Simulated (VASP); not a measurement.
Here is a VASP 6.6.1 calculation.

The input INCAR:

```
PREC = Accurate ; ENCUT = 520
EDIFF = 1E-6 ; ISMEAR = 0
SIGMA = 0.1 ; LREAL = False
LASPH = True ; NELM = 100
ALGO = Fast ; ISIF = 2
LWAVE = False ; LCHARG = False
LDIPOL = True ; IDIPOL = 3
DIPOL = 0.5 0.5 0.293 ; GGA = PE
NBANDS = 10
```

The input KPOINTS:

```
Automatic mesh
0
Gamma
  18 18 1
```

Contents of POSCAR:

```
Li
1.0
    2.9646192730      0.0000000000      0.0000000000
    0.0000000000      2.9646192730      0.0000000000
    0.0000000000      0.0000000000     27.3000000000
Li
2
Direct
    0.0000000000      0.5000000000      0.2534611806
    0.5000000000      0.0000000000      0.3326194055
```

Potentials or basis: VASP PAW PBE potentials, release 64 (Li_sv).

Launch:

```console
$ cat potpaw_PBE.64/Li_sv/POTCAR > POTCAR
$ mpirun -np 1 vasp_std > vasp.out
```

**Question.** Estimate the band gap on the k mesh.

**Answer.** None (metal or under the smearing width).
